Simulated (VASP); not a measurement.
# BN: input slips in a phonon run and what they do, part 3 of 3

Some phonon runs on BN get a fault in the input on purpose. Which of them show, and how? The starting structure is a measured crystal structure from the Crystallography Open Database.

VASP 6.6.1.

Results so far: reference B1g (2) 811.0 cm⁻¹; finite displacements, else as the reference B1g (2) 811.0 cm⁻¹.

### Step 5. Modes with a k mesh far too coarse

Level of this step: LDA; plane waves and PAW (N, B) (VASP).

A slip made on purpose: a k mesh far too coarse. Against step 2 the input has a 2×2×2 mesh (also changed: NELM and KPAR).

Input file INCAR:

```
SYSTEM = BN
PREC = Accurate
ENCUT = 520
EDIFF = 1E-08
NELM = 60
ISMEAR = 0
SIGMA = 0.03
LREAL = .FALSE.
ALGO = Normal
GGA = CA
NBANDS = 14
LORBIT = 11
LWAVE = .FALSE.
LCHARG = .FALSE.
IBRION = 8
LEPSILON = .TRUE.
LPEAD = .TRUE.
ISIF = 2
```

Input file POSCAR:

```
BN
1.0
    2.4906736249      0.0000000000      0.0000000000
   -1.2453368124      2.1569866317      0.0000000000
    0.0000000000      0.0000000000      6.4610626087
N B
2 2
Direct
    0.6666666667      0.3333333333      0.2500000000
    0.3333333333      0.6666666667      0.7500000000
    0.6666666667      0.3333333333      0.7500000000
    0.3333333333      0.6666666667      0.2500000000
```

Input file KPOINTS:

```
Automatic mesh
0
Gamma
2 2 2
0 0 0
```

The projector-augmented-wave data sets are N and B (LDA family, release 64).

Launch:

```
$ mpirun -np 8 vasp_std
```

The program printed:

```text
[banner, memory and clock lines left out]
running    8 mpi-ranks, on    1 nodes
[...]
[... a notice as in an earlier step ...]

 LDA part: xc-table for (Slater(with rela. corr.)+CA(PZ))
 , standard interpolation
|                                                                             |
|           W    W    AA    RRRRR   N    N  II  N    N   GGGG   !!!           |
|           W    W   A  A   R    R  NN   N  II  NN   N  G    G  !!!           |
|           W    W  A    A  R    R  N N  N  II  N N  N  G       !!!           |
|           W WW W  AAAAAA  RRRRR   N  N N  II  N  N N  G  GGG   !            |
|           WW  WW  A    A  R   R   N   NN  II  N   NN  G    G                |
|           W    W  A    A  R    R  N    N  II  N    N   GGGG   !!!           |
|                                                                             |
|     The number of bands has been changed from the values supplied in        |
|     The orbitals not found in the WAVECAR file will be initialized with     |
[...]
RMM:  12    -0.428900052722E-01   -0.79063E-07   -0.12449E-08   220   0.767E-07    0.735E-08
 first order change of Fermi-energy   0.45769E-06
 force on displaced ion       3 direction 1 : -48.392   0.143   0.000
 Born effective charge ion    3 direction 1 :   2.433   0.512   0.000
 Linear response progress:
  Degree of freedom:   4/  4
       N       E                     dE             d eps       ncg     rms          rms(c)
RMM:   1    -0.470017420956E-01   -0.47002E-01    0.48445E-02   260   0.103E+00
RMM:   2    -0.474442543665E-01   -0.44251E-03   -0.47938E-04   197   0.117E-01    0.171E-01
RMM:   3    -0.471065702742E-01    0.33768E-03   -0.61053E-05   190   0.418E-02    0.101E-01
RMM:   4    -0.470517475251E-01    0.54823E-04   -0.71251E-05   184   0.490E-02    0.768E-03
[...]
RMM:   9    -0.469693865764E-01   -0.32899E-06   -0.68066E-09   207   0.690E-05    0.109E-05
RMM:  10    -0.469693637093E-01    0.22867E-07    0.29815E-09   223   0.168E-05    0.174E-06
RMM:  11    -0.469693699895E-01   -0.62802E-08    0.40146E-09   186   0.290E-06    0.111E-06
 first order change of Fermi-energy   0.19697E-07
 force on displaced ion       3 direction 3 :   0.000  -0.000 -15.945
 Born effective charge ion    3 direction 3 :   0.000  -0.000   1.022
 Born effective charges drift removed
 Linear response finished
```

Wall time 5 s (8 MPI ranks of AMD EPYC 9R45, shared host); peak memory 0.71 GiB; 29 s of CPU time.

Parts of OUTCAR (step 5):

```text
  Total        3.4393562      3.4393562     -0.7750107      0.0000000      0.0000000     -0.0000000
  in kB      158.7521133    158.7521133    -35.7725611      0.0000000      0.0000000     -0.0000000
  external PRESSURE =      93.9105552 kB  Pullay stress =       0.0000000 kB

 POSITION                                       TOTAL-FORCE (eV/Angst)
 -----------------------------------------------------------------------------------
      1.24534      0.71900      1.61527        -0.000000      0.000000      0.000000
     -0.00000      1.43799      4.84580         0.000000     -0.000000      0.000000
      1.24534      0.71900      4.84580         0.000000     -0.000000      0.000000
     -0.00000      1.43799      1.61527         0.000000      0.000000      0.000000
 -----------------------------------------------------------------------------------
    total drift:                               -0.000000      0.000000     -0.000000

 MACROSCOPIC STATIC DIELECTRIC TENSOR (including local field effects in DFT)
 ------------------------------------------------------
           3.974261     0.000000    -0.000000
           0.000000     3.974261     0.000000
           0.000000     0.000000     3.126349
 ------------------------------------------------------

 MACROSCOPIC STATIC DIELECTRIC TENSOR IONIC CONTRIBUTION
 ------------------------------------------------------
           1.237967     0.000000     0.000000
           0.000000     1.237967     0.000000
           0.000000     0.000000     0.747352
 ------------------------------------------------------

[... 1 part as in an earlier step ...]

[... 1 further part left out ...]
```

With a k mesh far too coarse the compared modes are B1g (2) 887.9, A2u 806.1, E2g 55.4, B1g (1) -46.4 cm⁻¹; B1g (1), real with the reference, turns imaginary. Imaginary, given as negative numbers: B1g (1).

### Step 6. Modes with a cutoff far too low

A slip made on purpose: a cutoff far too low. Against step 2 the input has ENCUT = 220 (also changed: NELM).

Edit INCAR of step 5 so:

```diff
@@ -2,3 +2,3 @@
 PREC = Accurate
-ENCUT = 520
+ENCUT = 220
 EDIFF = 1E-08
@@ -14,2 +14,3 @@
 LCHARG = .FALSE.
+KPAR = 8
 IBRION = 8
```

POSCAR is that of step 5.

Input file KPOINTS:

```
Automatic mesh
0
Gamma
14 14 6
0 0 0
```

Launch:

```
$ mpirun -np 8 vasp_std
```

The program printed:

```text
[... set-up lines as in an earlier step ...]
 entering main loop
       N       E                     dE             d eps       ncg     rms          rms(c)
DAV:   1     0.363336140868E+01    0.36334E+01   -0.51476E+03  2992   0.537E+02
DAV:   2    -0.385357600848E+02   -0.42169E+02   -0.39199E+02  3654   0.143E+02
DAV:   3    -0.396735996263E+02   -0.11378E+01   -0.11353E+01  3438   0.231E+01
DAV:   4    -0.396799602793E+02   -0.63607E-02   -0.63591E-02  3222   0.186E+00
[...]
DAV:  14    -0.371925390258E+02    0.16700E-06   -0.87503E-09  1788   0.729E-04    0.118E-04
DAV:  15    -0.371925390368E+02   -0.10938E-07   -0.87861E-10  1602   0.224E-04    0.587E-05
DAV:  16    -0.371925390446E+02   -0.77976E-08   -0.63147E-11  1494   0.628E-05
   1 F= -.37192539E+02 E0= -.37192539E+02  d E =-.892158E-21
 Linear response reoptimize wavefunctions to high precision
DAV:   1    -0.371925390427E+02    0.18517E-08   -0.10252E-11  1644   0.233E-05
DAV:   2    -0.371925390427E+02    0.19554E-10   -0.13728E-12  1476   0.757E-06
 Linear response to external field (no local field effect), progress :
[...]
RMM:  13    -0.424789270862E-01    0.44197E-07    0.59106E-08  9152   0.145E-06    0.911E-08
 first order change of Fermi-energy  -0.18924E-04
 force on displaced ion       3 direction 1 : -39.621  -0.002   0.000
 Born effective charge ion    3 direction 1 :   2.657   0.000   0.000
 Linear response progress:
  Degree of freedom:   4/  4
       N       E                     dE             d eps       ncg     rms          rms(c)
RMM:   1    -0.474173187322E-01   -0.47417E-01    0.44611E-02  7252   0.121E+00
RMM:   2    -0.478978319333E-01   -0.48051E-03   -0.55934E-04  5549   0.168E-01    0.135E-01
RMM:   3    -0.477301410332E-01    0.16769E-03    0.26777E-05  5341   0.488E-02    0.778E-02
RMM:   4    -0.477449742373E-01   -0.14833E-04    0.73692E-05  5556   0.462E-02    0.797E-03
[...]
RMM:   9    -0.477025541989E-01   -0.23152E-06    0.54492E-08  6144   0.318E-05    0.482E-06
RMM:  10    -0.477025061318E-01    0.48067E-07    0.25823E-09  6441   0.833E-06    0.163E-06
RMM:  11    -0.477025078305E-01   -0.16987E-08    0.80263E-09  5455   0.296E-06    0.164E-07
 first order change of Fermi-energy   0.87372E-04
 force on displaced ion       3 direction 3 :  -0.000   0.000 -10.793
 Born effective charge ion    3 direction 3 :   0.000   0.000   0.775
 Born effective charges drift removed
 Linear response finished
```

Run time: 21 s. Hardware: 8 MPI ranks; peak memory 1.9 GiB; 2.2 min of CPU time.

From OUTCAR (step 6):

```text
  Total      -19.6232942    -19.6232942    -20.8565647     -0.0000000      0.0000000      0.0000000
  in kB     -905.7623674   -905.7623674   -962.6870622     -0.0000000      0.0000000      0.0000000
  external PRESSURE =    -924.7372657 kB  Pullay stress =       0.0000000 kB

 POSITION                                       TOTAL-FORCE (eV/Angst)
 -----------------------------------------------------------------------------------
      1.24534      0.71900      1.61527         0.000000     -0.000000      0.000000
     -0.00000      1.43799      4.84580        -0.000000      0.000000      0.000000
      1.24534      0.71900      4.84580         0.000000     -0.000000      0.000000
     -0.00000      1.43799      1.61527        -0.000000     -0.000000      0.000000
 -----------------------------------------------------------------------------------
    total drift:                               -0.000000      0.000000     -0.000000

 MACROSCOPIC STATIC DIELECTRIC TENSOR (including local field effects in DFT)
 ------------------------------------------------------
           5.117286     0.000000     0.000000
           0.000000     5.117286     0.000000
           0.000000    -0.000000     2.967868
 ------------------------------------------------------

 MACROSCOPIC STATIC DIELECTRIC TENSOR IONIC CONTRIBUTION
 ------------------------------------------------------
           1.856105     0.000000    -0.000000
           0.000000     1.856105    -0.000000
          -0.000000    -0.000000     0.634438
 ------------------------------------------------------

[... 1 part as in an earlier step ...]

[... 1 further part left out ...]
```

With a cutoff far too low the compared modes are B1g (2) 724.9, A2u 663.0, B1g (1) 134.0, E2g 48.8 cm⁻¹; the largest shift among the levels compared is -87.0 cm⁻¹, in A2u, from the reference.

### Step 7. Modes with a structure that was not relaxed

A slip made on purpose: a structure that was not relaxed. Against step 2 the input has another starting structure (also changed: NELM).

Edit INCAR of step 6 so:

```diff
@@ -2,3 +2,3 @@
 PREC = Accurate
-ENCUT = 220
+ENCUT = 520
 EDIFF = 1E-08
```

Input file POSCAR:

```
BN
1.0
    2.5039900000      0.0000000000      0.0000000000
   -1.2519950000      2.1685189508      0.0000000000
    0.0000000000      0.0000000000      6.6612000000
N B
2 2
Direct
    0.6666666667      0.3333333333      0.2500000000
    0.3333333333      0.6666666667      0.7500000000
    0.6666666667      0.3333333333      0.7500000000
    0.3333333333      0.6666666667      0.2500000000
```

KPOINTS is that of step 6.

Launch:

```
$ mpirun -np 8 vasp_std
```

The program printed:

```text
[... set-up lines as in an earlier step ...]
 entering main loop
       N       E                     dE             d eps       ncg     rms          rms(c)
DAV:   1     0.470830464015E+02    0.47083E+02   -0.81677E+03  2688   0.105E+03
DAV:   2    -0.392106803571E+02   -0.86294E+02   -0.77735E+02  3752   0.224E+02
DAV:   3    -0.425112897098E+02   -0.33006E+01   -0.32822E+01  3576   0.443E+01
DAV:   4    -0.425347715725E+02   -0.23482E-01   -0.23473E-01  3120   0.423E+00
[...]
DAV:  12    -0.385720972978E+02    0.44837E-06   -0.64461E-06  3192   0.192E-02    0.125E-03
DAV:  13    -0.385720972803E+02    0.17559E-07   -0.35308E-07  3366   0.419E-03    0.530E-04
DAV:  14    -0.385720972852E+02   -0.48667E-08   -0.53224E-09  2376   0.626E-04
   1 F= -.38572097E+02 E0= -.38572097E+02  d E =-.808290E-14
 Linear response reoptimize wavefunctions to high precision
DAV:   1    -0.385720972852E+02   -0.91177E-10   -0.37969E-10  2196   0.161E-04
 Linear response to external field (no local field effect), progress :
  Direction:   1
[...]
RMM:  13    -0.417801752837E-01   -0.91333E-07   -0.12514E-07 10313   0.180E-06    0.364E-08
 first order change of Fermi-energy  -0.23603E-04
 force on displaced ion       3 direction 1 : -40.833   0.000   0.000
 Born effective charge ion    3 direction 1 :   2.711   0.000   0.000
 Linear response progress:
  Degree of freedom:   4/  4
       N       E                     dE             d eps       ncg     rms          rms(c)
RMM:   1    -0.471752220328E-01   -0.47175E-01    0.42092E-02  7391   0.128E+00
RMM:   2    -0.474944443669E-01   -0.31922E-03   -0.55739E-04  5693   0.164E-01    0.145E-01
RMM:   3    -0.472385386518E-01    0.25591E-03    0.61563E-05  5583   0.477E-02    0.857E-02
RMM:   4    -0.471586624006E-01    0.79876E-04    0.13683E-04  5720   0.502E-02    0.717E-03
[...]
RMM:  10    -0.471063510193E-01    0.22719E-07    0.94886E-09  6556   0.216E-05    0.220E-06
RMM:  11    -0.471064125872E-01   -0.61568E-07    0.14032E-08  6075   0.488E-06    0.771E-07
RMM:  12    -0.471064028469E-01    0.97403E-08    0.40032E-10  4512   0.230E-06    0.117E-07
 first order change of Fermi-energy   0.10210E-03
 force on displaced ion       3 direction 3 :   0.000   0.000 -13.968
 Born effective charge ion    3 direction 3 :   0.000  -0.000   0.758
 Born effective charges drift removed
 Linear response finished
```

Run time: 1.7 min. Hardware: 8 MPI ranks; peak memory 4.8 GiB.

From OUTCAR (step 7):

```text
  Total       -1.3170697     -1.3170697     -0.1791278     -0.0000000     -0.0000000      0.0000000
  in kB      -58.3406201    -58.3406201     -7.9346028     -0.0000000     -0.0000000      0.0000000
  external PRESSURE =     -41.5386143 kB  Pullay stress =       0.0000000 kB

 POSITION                                       TOTAL-FORCE (eV/Angst)
 -----------------------------------------------------------------------------------
      1.25200      0.72284      1.66530         0.000000     -0.000000      0.000000
     -0.00000      1.44568      4.99590        -0.000000      0.000000      0.000000
      1.25200      0.72284      4.99590         0.000000      0.000000      0.000000
     -0.00000      1.44568      1.66530         0.000000      0.000000     -0.000000
 -----------------------------------------------------------------------------------
    total drift:                               -0.000000      0.000000      0.000000

 MACROSCOPIC STATIC DIELECTRIC TENSOR (including local field effects in DFT)
 ------------------------------------------------------
           4.835914     0.000000     0.000000
          -0.000000     4.835914     0.000000
           0.000000     0.000000     2.743443
 ------------------------------------------------------

 MACROSCOPIC STATIC DIELECTRIC TENSOR IONIC CONTRIBUTION
 ------------------------------------------------------
           1.800438     0.000000    -0.000000
           0.000000     1.800438     0.000000
          -0.000000     0.000000     0.441531
 ------------------------------------------------------

[... 1 part as in an earlier step ...]

[... 1 further part left out ...]
```

With a structure that was not relaxed the compared modes are B1g (2) 814.4, A2u 761.9, B1g (1) 91.3, E2g 46.0 cm⁻¹; the largest shift among the levels compared is -24.2 cm⁻¹, in B1g (1), from the reference.

### Step 8. Comparison

| run | ended | B1g (2) | A2u | B1g (1) | E2g | imaginary modes, each partner counted | method | core minutes |
| --- | --- | --- | --- | --- | --- | --- | --- | --- |
| reference | converged | 811.0 | 750.0 | 115.5 | 51.9 | 0 | perturbation theory | 12.0 |
| finite displacements, else as the reference | converged | 811.0 | 750.0 | 117.6 | 50.8 | 0 | finite displacements | 7.07 |
| low precision and real-space projectors | finished, not usable | - | - | - | - | - | finite displacements | 4.0 |
| a k mesh far too coarse | converged | 887.9 | 806.1 | -46.4 | 55.4 | 1 | perturbation theory | 0.667 |
| a cutoff far too low | converged | 724.9 | 663.0 | 134.0 | 48.8 | 0 | perturbation theory | 2.8 |
| a structure that was not relaxed | converged | 814.4 | 761.9 | 91.3 | 46.0 | 0 | perturbation theory | 13.3 |

Modes are in cm⁻¹, degenerate ones as one, matched between runs by symmetry and order. A number in brackets counts the listed modes of one symmetry from the lowest. The symmetry labels come from an automatic analysis and can be wrong where levels nearly coincide. Levels within 1 cm⁻¹ of another in the first run are left out, since their labels are uncertain. Core minutes are wall time times ranks of the run shown, on a shared host.

### Step 9. Results

| Quantity | Value |
| --- | --- |
| B1g (2), reference | 811.0 cm⁻¹ |
| E2g, reference | 51.9 cm⁻¹ |
| B1g (2), finite displacements, else as the reference | 811.0 cm⁻¹ |
| E2g, finite displacements, else as the reference | 50.8 cm⁻¹ |
| B1g (2), a k mesh far too coarse | 887.9 cm⁻¹ |
| E2g, a k mesh far too coarse | 55.4 cm⁻¹ |
| B1g (2), a cutoff far too low | 724.9 cm⁻¹ |
| E2g, a cutoff far too low | 48.8 cm⁻¹ |
| B1g (2), a structure that was not relaxed | 814.4 cm⁻¹ |
| E2g, a structure that was not relaxed | 46.0 cm⁻¹ |
| run with low precision and real-space projectors | finished, not usable |

Finished, but so rough that the translations don't all come out near zero: low precision and real-space projectors. Finished, but with signs in the output that stand out against the reference: a k mesh far too coarse, with B1g (1) turned imaginary (signs: a pressure of 9.4 GPa on the undisplaced cell and imaginary modes); a cutoff far too low, with modes among those compared off by up to -87 cm⁻¹, in A2u (signs: a pressure of -92.5 GPa on the undisplaced cell); a structure that was not relaxed, with modes among those compared off by up to -24 cm⁻¹, in B1g (1) (signs: a pressure of -4.2 GPa on the undisplaced cell). Runs with finite displacements are held against the sound run of that kind. The reference (perturbation theory) and the sound run with finite displacements differ by +2.1 cm⁻¹ in B1g (1) themselves, and which lies nearer isn't tested. The dielectric constants and Born charges in the logs aren't compared here; at a small gap they can be far off, and in a run without a gap they mean nothing. The frequencies are harmonic, and the splitting of polar modes by their long-range field is left out. Further runs on this material are not shown.

[Lines on the potential files, build, host, timing and source positions are cut from VASP's logs without a mark.]

[Logs are printed without paths, hosts, clocks, repeated set-up lines and the standing remarks that a program may print on its own settings, such as how far it seeks lower states.]

[Hosts, paths, dates, database ids (printed as entryN), source tags and the programs' standing remarks are cut or masked in the printed files.]
